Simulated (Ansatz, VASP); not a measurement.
Li2H: VASP beside Ansatz

The input INCAR:

```
PREC = Accurate ; ENCUT = 600
EDIFF = 1E-7 ; ISMEAR = 0
SIGMA = 0.1 ; LREAL = F
LASPH = T ; NELM = 80
ALGO = Normal ; ISIF = 3
LWAVE = F ; LCHARG = F
GGA = PE ; IBRION = 2
NSW = 90 ; EDIFFG = -0.04
```

File KPOINTS:

```
regular mesh
0
Gamma
  6 6 4
```

POSCAR

```
Li2H
1.0
    2.6611123800      0.0000000000      0.0000000000
    0.0000000000      2.6611123800      0.0000000000
    0.0000000000      0.0000000000      4.6531689800
Li H
2 1
Direct
    0.5000000000      0.5000000000      0.2147287200
    0.5000000000      0.5000000000      0.7852712800
    0.0000000000      0.0000000000      0.5000000000
```

Input for Ansatz:

```yaml
crystal:
  lattice:
    - [2.66111238, 0.0, 0.0]
    - [0.0, 2.66111238, 0.0]
    - [0.0, 0.0, 4.65316898]
  atoms:
    - { symbol: Li, position: [0.5, 0.5, 0.21472872] }
    - { symbol: Li, position: [0.5, 0.5, 0.78527128] }
    - { symbol: H, position: [0.0, 0.0, 0.5] }
basis:
  ecutwfc: 420
kpoints:
  mp_grid: { grid: [6, 6, 4] }
hamiltonian:
  xc: pbe
scf:
  occupations: { method: gaussian, width: 0.1 }
  lower_state_search: "off"
output:
  forces: true
  stress: true
  eigenvalues: true
relax:
  adjacent_minimum: "off"
  f_tol: 0.04
  max_steps: 70
  cell: { stress_tol: 0.4 }
```

Alike in both runs: task relaxation of cell and atoms; functional PBE; k mesh 6 × 6 × 4; occupations gaussian, width 0.1 eV; no spin polarisation.

```csv
,VASP,Ansatz
version,VASP 6.6.1,Ansatz 0.2.0
potentials or method,"VASP PAW PBE potentials, release 64 (Li_sv, H)","scalar-relativistic, plane waves, PAW"
plane-wave cutoff (eV),600,420
valence electrons in the cell,7,7
```

Ansatz gave:

```
gap on the k mesh at the Fermi level, each at its own relaxed structure (eV) : none
relaxed volume (Å³/atom)                                                     : 11.27
relaxed cell length with the largest relative difference (Å)                 : 2.562
energy change over the relaxation (meV/atom)                                 : -199
```

Problem. Which values does VASP return?

Solution. gap on the k mesh at the Fermi level, each at its own relaxed structure (eV): none; relaxed volume (Å³/atom): 11.23; relaxed cell length with the largest relative difference (Å): 2.557; energy change over the relaxation (meV/atom): -199.

A gap of «none» marks a metal or a gap that the smearing closes.

Caveats: the k mesh is coarse (spacing up to 0.39 Å⁻¹), so the values aren't converged; the cutoff is under 1.25 times the usual one of these potentials, so pressure, stress and relaxed cells hold a basis-set (Pulay) error (VASP).
